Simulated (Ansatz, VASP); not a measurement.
## Two plane-wave programs on Cu

INCAR

```
SYSTEM = Cu
ALGO = Normal
EDIFF = 1E-6
ENCUT = 520
GGA = PE
ISIF = 2
ISMEAR = -1
LASPH = .TRUE.
LCHARG = .FALSE.
LREAL = .FALSE.
LWAVE = .FALSE.
NBANDS = 18
NELM = 60
PREC = Accurate
SIGMA = 0.1
```

KPOINTS

```
k-points
0
G
  15 15 8
  0 0 0
```

The input POSCAR:

```
Cu
1.0
    2.6168730000      0.0000000000      0.0000000000
   -1.3084370000      2.2662820000      0.0000000000
    0.0000000000      0.0000000000      4.1696430000
Cu
2
Direct
    0.3333300000      0.6666700000      0.2500000000
    0.6666600000      0.3333300000      0.7500000000
```

Input for Ansatz:

```yaml
crystal:
  lattice:
    - [2.616873, 0.0, 0.0]
    - [-1.308437, 2.266282, 0.0]
    - [0.0, 0.0, 4.169643]
  atoms:
    - { symbol: Cu, position: [0.33333, 0.66667, 0.25] }
    - { symbol: Cu, position: [0.66666, 0.33333, 0.75] }
  symmetry: { tolerance: 0.0003 }
kpoints:
  mp_grid: { grid: [15, 15, 8], shift: [0, 0, 0] }
  band_path:
    path:
      - [0.0, 0.0, 0.0]
      - [0.5, 0.0, 0.0]
      - [0.33333333, 0.33333333, 0.0]
      - [0.0, 0.0, 0.0]
      - [0.0, 0.0, 0.5]
      - [0.5, 0.0, 0.5]
      - [0.33333333, 0.33333333, 0.5]
      - [0.0, 0.0, 0.5]
      - [0.5, 0.0, 0.5]
      - [0.5, 0.0, 0.0]
      - [0.33333333, 0.33333333, 0.5]
    npoints: 6
magnetization:
  spin_polarized: false
scf:
  occupations: { method: fermi_dirac }
  lower_state_search: "off"
  max_iter: 200
hamiltonian:
  pseudopotentials: { kind: paw }
  xc: pbe
basis:
  ecutwfc: 420
  fft_grid_basis: typed
output:
  forces: true
  stress: true
  eigenvalues: true
  bader: true
  populations: true
  elf: true
  write_potential: true
  volumetric_format: npy
  dos:
    e_range: [-12, 8]
    de: 0.05
    projected: { site_lists: { Cu: [Cu] } }
checkpoint:
  read: saved_state
```

Alike in both runs: task single point; functional PBE; k mesh 15 × 15 × 8; no spin polarisation.

```csv
,VASP,Ansatz
version,VASP 6.6.1,Ansatz 0.2.0
potentials or method,"VASP PAW PBE potentials, release 64 (Cu)",PAW plane waves
plane-wave cutoff (eV),520,420
occupations,"fermi-dirac, width 0.1 eV",fermi-dirac
valence electrons in the cell,22,38
```

```tsv
	VASP	Ansatz	Ansatz less VASP
pressure (GPa)	-3.3	-4.1	-0.75
largest component of the traceless stress (GPa)	3.30	3.33	+0.027
```

The two sets of potentials don't hold the same shells in valence. Ansatz warned: «structure_snapped_to_symmetry».
